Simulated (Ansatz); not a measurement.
# MoS2 in Ansatz: relaxation of cell and atoms with PBE+D3(BJ)

Aim: the relaxation of cell and atoms of MoS2 with PBE+D3(BJ).

Program: Ansatz 0.2.0. These are calculated values, not measurements. Logs are shortened: lines on timing, memory, paths and dates and some standing lists are left out, and cuts for length are marked.

**1. Starting point**

The cell holds a slab with vacuum, 12 atoms: a = 3.184 Å, b = 3.184 Å, c = 34.479 Å, α = 90.00°, β = 90.00°, γ = 120.00°.

**2. Relaxation of cell and atoms, PBE+D3(BJ)**

The input, input.yaml:

```yaml
crystal:
  lattice:
    - [3.1837189491, 0.0, 0.0]
    - [-1.5918594745, 2.7571814884, 0.0]
    - [0.0, 0.0, 34.47923848]
  atoms:
    - { symbol: Mo, position: [0.3333333333, 0.6666666667, 0.09355563] }
    - { symbol: Mo, position: [0.3333333333, 0.6666666667, 0.72090303] }
    - { symbol: Mo, position: [0.6666666667, 0.3333333333, 0.27909697] }
    - { symbol: Mo, position: [0.6666666667, 0.3333333333, 0.90644437] }
    - { symbol: S, position: [0.6666666667, 0.3333333333, 0.0485463] }
    - { symbol: S, position: [0.6666666667, 0.3333333333, 0.67591175] }
    - { symbol: S, position: [0.3333333333, 0.6666666667, 0.23408966] }
    - { symbol: S, position: [0.3333333333, 0.6666666667, 0.86143131] }
    - { symbol: S, position: [0.6666666667, 0.3333333333, 0.13856869] }
    - { symbol: S, position: [0.6666666667, 0.3333333333, 0.76591034] }
    - { symbol: S, position: [0.3333333333, 0.6666666667, 0.32408825] }
    - { symbol: S, position: [0.3333333333, 0.6666666667, 0.9514537] }
hamiltonian:
  xc: pbe
  pseudopotentials: { kind: paw }
  dispersion: d3bj
kpoints:
  mp_grid: { grid: [7, 7, 1] }
scf:
  occupations: { method: fermi_dirac, width: 0.05 }
output:
  forces: true
  stress: true
  eigenvalues: true
relax:
  f_tol: 0.01
  max_steps: 40
  cell: { stress_tol: 0.05 }
```

Potentials or basis: Ansatz PAW.

Run with:

```
> ansatz run input.yaml --threads 4 --pin off --max-ram 11264MiB --backend cpu --events-out ev --progress --plain --runs-dir out
```

Output:

```text
Warning: RAYON_NUM_THREADS=4 ignored (pool sized by the plan → 4); use --threads N
Engine: ansatz 0.2.0, x86_64-unknown-linux-gnu
Pseudopotentials: kind: paw
Pseudopotential: Mo, paw, valence charge 14, recommended cutoff 420 eV (normal), Mo.paw.azcp
Pseudopotential: S, paw, valence charge 6, recommended cutoff 420 eV (normal), S.paw.azcp
Functional definition: PBE
  parameter kappa = 0.804
  parameter beta = 0.06672455060314922
  exchange = pbe_x(kappa = kappa, mu = beta*pi^2/3)
  correlation = pbe_c(beta = beta)
Crystal: 12 atoms, lattice volume = 302.662 Å³
Basis set: ecut = 420 eV, 5935 PW (Γ), exchange–correlation on 48×48×480 points (8 copies of the dense FFT grid, shifted against one another)
Bands: 64, of which v1, the nominal top of the filled ones, is band 52 counted from 1 (51 counted from 0)
Symmetry: 12 space group operations
Space group: P-3m1 (ITA 164), of the structure as read, at distance tolerance 6.7e-5 Å
k-points: 8 of 49
Non-local potential: Mo, projectors of the file, l = 0: 3, l = 1: 2, l = 2: 2, l = 3: 1
Non-local potential: S, projectors of the file, l = 0: 2, l = 1: 2, l = 2: 2
PAW form: soft (Blöchl's): semilocal exchange-correlation on the pseudo side does not see the compensation charge
PAW one-centre angular grid: Mo, 590 points (default); XC on 64 Gauss nodes
PAW one-centre angular grid: S, 110 points (default); XC on 64 Gauss nodes
Initial density: superposition of atomic densities (neutral atoms: chi_scale 0, normalization atom), corrected by the library's trained network
Initial wavefunctions: pseudopotential atomic-orbital guess
Functional: x = pbe(κ = 0.804, μ = 0.2195149727645171), c = pbe(β = 0.06672455060314922)
[... 498 lines left out ...]
  atom   5  S      0.00000000     0.00000000    -0.00791989
  atom   6  S     -0.00000000     0.00000000     0.00231011
  atom   7  S      0.00000000    -0.00000000     0.00174745
  atom   8  S      0.00000000    -0.00000000    -0.00321453
  atom   9  S      0.00000000     0.00000000     0.00321453
  atom  10  S      0.00000000     0.00000000    -0.00174745
  atom  11  S      0.00000000    -0.00000000    -0.00231011
  atom  12  S     -0.00000000    -0.00000000     0.00791989
  max |Σ_I F_I| component: 3.47e-17 eV/Å
--- Stress (GPa, compression-positive) ---
        0.031933       0.000000       0.000000
        0.000000       0.031933       0.000000
        0.000000       0.000000       0.019150
  P = ⅓ Tr σ = 0.0277 GPa (0.277 kbar)
--- Band table (eV; the first three rows and the last of 8) ---
  k-point 0: bands = ["-50.0763", "-50.0763", "-50.0763", "-50.0763", "-24.2371", "-24.2370", "-24.2368", "-24.2368", "-23.9935", "-23.9935", "-23.9935", "-23.9935", "-23.9932", "-23.9932", "-23.9932", "-23.9932", "-3.6591", "-3.5192", "-3.5188", "-3.3142", "-2.4590", "-2.1512", "-2.1505", "-1.8992", "4.3947", "4.8935", "4.8945", "5.6038", "7.7661", "8.1455", "8.1455", "8.1538", "8.1538", "8.1540", "8.1540", "8.1628", "8.1628", "8.7989", "8.8004", "9.2531", "9.2531", "9.2835", "9.2835", "9.2837", "9.2837", "9.3142", "9.3142", "10.1913", "10.3717", "11.2112", "11.2119", "11.4783", "13.5579", "13.5579", "13.5614", "13.5614", "13.5616", "13.5616", "13.5935", "13.5935", "13.6983", "13.6983", "13.8231", "13.8231"]
  k-point 1: bands = ["-50.0682", "-50.0682", "-50.0682", "-50.0682", "-24.2212", "-24.2211", "-24.2210", "-24.2209", "-24.0735", "-24.0735", "-24.0732", "-24.0732", "-24.0116", "-24.0116", "-24.0114", "-24.0114", "-3.3485", "-3.2139", "-3.2135", "-3.0104", "-2.3063", "-2.0188", "-2.0182", "-1.7938", "4.7351", "5.1991", "5.2001", "5.9220", "7.2715", "7.5119", "7.5258", "7.5259", "7.5711", "8.0279", "8.0286", "8.3653", "8.4511", "8.4681", "8.4682", "8.4888", "8.8015", "8.8410", "8.8412", "8.8774", "9.3864", "9.5752", "9.5756", "10.2027", "10.4114", "10.7637", "10.7637", "10.8373", "13.1036", "13.2483", "13.2486", "13.3332", "13.3613", "13.4790", "13.4796", "13.5471", "13.5472", "13.5510", "13.5616", "13.6372"]
  k-point 2: bands = ["-50.0500", "-50.0500", "-50.0499", "-50.0499", "-24.2496", "-24.2496", "-24.2493", "-24.2493", "-24.1854", "-24.1854", "-24.1852", "-24.1852", "-24.0522", "-24.0522", "-24.0519", "-24.0519", "-2.5513", "-2.4408", "-2.4404", "-2.2538", "-1.9150", "-1.6898", "-1.6893", "-1.5389", "5.2095", "5.4830", "5.4837", "5.8893", "6.4154", "6.5194", "6.5199", "6.5769", "7.0273", "7.1542", "7.1565", "7.1573", "8.0454", "8.0897", "8.0899", "8.1391", "8.9435", "9.1424", "9.1767", "9.1773", "9.2006", "9.2008", "9.2539", "9.6261", "9.6845", "9.8602", "9.8604", "9.9128", "12.6551", "12.9537", "13.0322", "13.0326", "13.0625", "13.0629", "13.1973", "13.5529", "13.6876", "14.1708", "14.1712", "14.4705"]
  k-point 7: bands = ["-50.0294", "-50.0294", "-50.0293", "-50.0293", "-24.3297", "-24.3297", "-24.3294", "-24.3294", "-24.2139", "-24.2139", "-24.2136", "-24.2136", "-24.1450", "-24.1450", "-24.1448", "-24.1448", "-1.3715", "-1.3465", "-1.3465", "-1.2968", "-1.2730", "-1.2244", "-1.2242", "-1.2002", "5.2787", "5.3511", "5.3513", "5.4666", "5.5142", "5.6597", "5.6600", "5.7424", "6.8360", "6.8362", "6.8678", "7.0289", "7.1476", "7.1476", "7.1512", "7.1647", "7.5891", "7.7608", "7.8813", "7.8819", "8.6186", "8.7311", "8.7318", "9.0723", "10.4184", "10.5038", "10.5040", "10.6011", "12.6704", "12.7690", "12.7692", "12.8556", "13.2663", "13.6943", "13.6951", "13.9184", "14.1671", "14.1674", "14.2171", "14.3808"]
--- Relaxed structure (30 steps of the walk, 28 accepted, 1 SCFs on fresh bases) ---
  F+E_penalty+E_count = -27056.19791020 eV   max|allowed force component| = 7.920e-3 eV/Å   (the final SCF, on the basis selected at the relaxed cell)
  cell:  # Å, volume = 207.6079 Å³
    - [3.1490531637191763, -2.8553280682172472e-11, -3.160707044224691e-17]
    - [-1.5745265818348606, 2.727160037662841, 3.1607070442246845e-17]
    - [-3.423002271418411e-16, 1.9762712828814895e-16, 24.174262633720115]
  atoms:
    - { symbol: Mo, position: [0.3333333333333333, 0.6666666666666665, 0.1250839618109616] }
    - { symbol: Mo, position: [0.3333333333333333, 0.6666666666666666, 0.6249396320527804] }
    - { symbol: Mo, position: [0.6666666666666666, 0.3333333333333333, 0.3750603679472195] }
    - { symbol: Mo, position: [0.6666666666666667, 0.3333333333333333, 0.8749160381890382] }
    - { symbol: S, position: [0.6666666666666666, 0.3333333333333333, 0.06032290932928987] }
    - { symbol: S, position: [0.6666666666666666, 0.33333333333333326, 0.5601638015741597] }
    - { symbol: S, position: [0.3333333333333333, 0.6666666666666665, 0.310282909172825] }
    - { symbol: S, position: [0.3333333333333333, 0.6666666666666665, 0.8101486325097066] }
    - { symbol: S, position: [0.6666666666666666, 0.3333333333333333, 0.18985136749029324] }
    - { symbol: S, position: [0.6666666666666666, 0.33333333333333326, 0.689717090827175] }
    - { symbol: S, position: [0.33333333333333337, 0.6666666666666665, 0.4398361984258401] }
    - { symbol: S, position: [0.3333333333333333, 0.6666666666666665, 0.9396770906707099] }
```

Run time: 47 s. Hardware: 4 threads of Intel Xeon Platinum 8559C (Emerald Rapids), shared host; peak memory 0.9 GiB.

Results:

```
Free energy                            : -27056.1979 eV
Relaxed volume                         : 17.30 Å³/atom
Relaxed cell                           : a = 3.149 Å, b = 3.149 Å, c = 24.174 Å, α = 90.00°, β = 90.00°, γ = 120.00°
Space group after relaxing (to 0.05 Å) : P6_3/mmc (No. 194)
Energy gained by relaxing              : 35.1 meV/atom
Ionic steps                            : 29
Largest force after relaxing           : 0.008 eV/Å
Band gap on the k mesh                 : 0.90 eV, indirect (least direct gap 2.07 eV)
```

Forces in eV/Å, atoms in the order of the input:
```
Mo   0.000  0.000  0.002
Mo   0.000  0.000  0.001
Mo   0.000  0.000 -0.001
Mo   0.000  0.000 -0.002
S    0.000  0.000 -0.008
S    0.000  0.000  0.002
S    0.000  0.000  0.002
S    0.000  0.000 -0.003
S    0.000  0.000  0.003
S    0.000  0.000 -0.002
S    0.000  0.000 -0.002
S    0.000  0.000  0.008
```

Step by step:
| step | energy change (eV) | largest force (eV/Å) | volume (Å³) |
| --- | --- | --- | --- |
| 1 | 0.0000 | 0.1676 | 302.66 |
| 2 | -0.1033 | 0.0314 | 289.85 |
| 3 | -0.1274 | 0.1402 | 281.94 |
| 4 | -0.1304 | 0.0107 | 280.76 |
| 5 | -0.1305 | 0.0012 | 280.48 |
| 6 | -0.1311 | 0.0364 | 278.61 |
| 7 | -0.1318 | 0.0796 | 273.84 |
| 8 | -0.1331 | 0.0955 | 271.10 |
| 9 | -0.1358 | 0.0647 | 267.05 |
| 10 | -0.1387 | 0.0456 | 261.32 |
| 11 | -0.1414 | 0.0206 | 258.91 |
| 12 | -0.1453 | 0.0270 | 253.64 |
| 13 | -0.1489 | 0.0584 | 249.39 |
| 14 | -0.1540 | 0.0619 | 246.13 |
| 15 | -0.1601 | 0.0489 | 242.54 |
| 16 | -0.1677 | 0.0471 | 237.90 |
| 17 | -0.1770 | 0.0237 | 236.16 |
| 18 | -0.1882 | 0.0482 | 230.07 |
| 19 | -0.2030 | 0.0874 | 228.37 |
| 20 | -0.2253 | 0.0576 | 224.77 |
| 21 | -0.2497 | 0.0945 | 220.63 |
| 22 | -0.2812 | 0.0841 | 217.61 |
| 23 | -0.3179 | 0.1440 | 214.29 |
| 24 | -0.3626 | 0.1022 | 211.75 |
| 25 | -0.4038 | 0.0494 | 209.14 |
| 26 | -0.4250 | 0.0374 | 206.72 |
| 27 | -0.4264 | 0.0031 | 207.63 |
| 28 | -0.4264 | 0.0076 | 207.61 |
| 29 | -0.4215 | 0.0079 | 207.61 |

Final structure:
```
Mo S
1.0
     3.14905    0.00000    0.00000
    -1.57453    2.72716    0.00000
     0.00000    0.00000   24.17426
Mo S
4 8
Direct
  0.33333 0.66667 0.12508
  0.33333 0.66667 0.62494
  0.66667 0.33333 0.37506
  0.66667 0.33333 0.87492
  0.66667 0.33333 0.06032
  0.66667 0.33333 0.56016
  0.33333 0.66667 0.31028
  0.33333 0.66667 0.81015
  0.66667 0.33333 0.18985
  0.66667 0.33333 0.68972
  0.33333 0.66667 0.43984
  0.33333 0.66667 0.93968
```

Caveat: the volume moved by over 15 % at a fixed basis, so the end points are rough; odd divisions of the mesh miss points on the zone boundary, where band edges often lie, so the gap on the mesh can be too wide; the plane-wave basis is chosen anew once the cell has moved, so the energies of steps on either side of that aren't comparable. Expect the measured gap to be larger: semilocal functionals such as PBE lack the derivative discontinuity.
